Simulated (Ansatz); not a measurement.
Program: Ansatz. Geometries: PBE0-D4/def2-TZVP. ΔE: electronic, gas phase. CBS: MP2 limit from def2 TZ/QZ plus the TZ coupled-cluster correction, frozen cores. This one scheme is used for every species. DFT in def2-TZVPP. One conformer a species, not always the lowest.

`CCCCF` + H₂O → `CCCCO` + H–F  (formal hydrolysis of a C–F bond)

```
     level  ΔE (kcal/mol)
    PBE-D4            2.4
r2SCAN0-D4            2.6
```

(1) What does CCSD(T)/CBS give? (Best estimate.)

(2) What do rigid-rotor, harmonic-oscillator terms from PBE0-D4/def2-TZVP frequencies (298.15 K, 1 bar) make of the CCSD(T)/CBS value? (Estimate.)

Largest T1 diagnostic among the species: 0.009.

Results:

(1) The calculation gave: +1.7 kcal/mol. The listed levels differ from it by 0.7, 0.9 kcal/mol.

(2) Computed: ΔZPE = 0.0 kcal/mol, ΔH = +1.7 kcal/mol, ΔS = -7 J/(mol·K), ΔG = +2.3 kcal/mol.

In def2-TZVPP, CCSD(T) changes the Hartree–Fock value by −2.4 kcal/mol (the triples alone add −0.3 kcal/mol) and MP2 by −3.2 kcal/mol. Leaving LDA and LC-ωPBE aside and taking each functional with its dispersion term where it has one, the values, not all of them listed here, spread over 2.0 kcal/mol, from PBE-QIDH to B97M-V. LDA lies −1.0 kcal/mol from PBE without D4.

CCSD(T)/CBS has its own doubt, a few kJ/mol and more with outer-core shells, so smaller differences from it don't rank the levels.
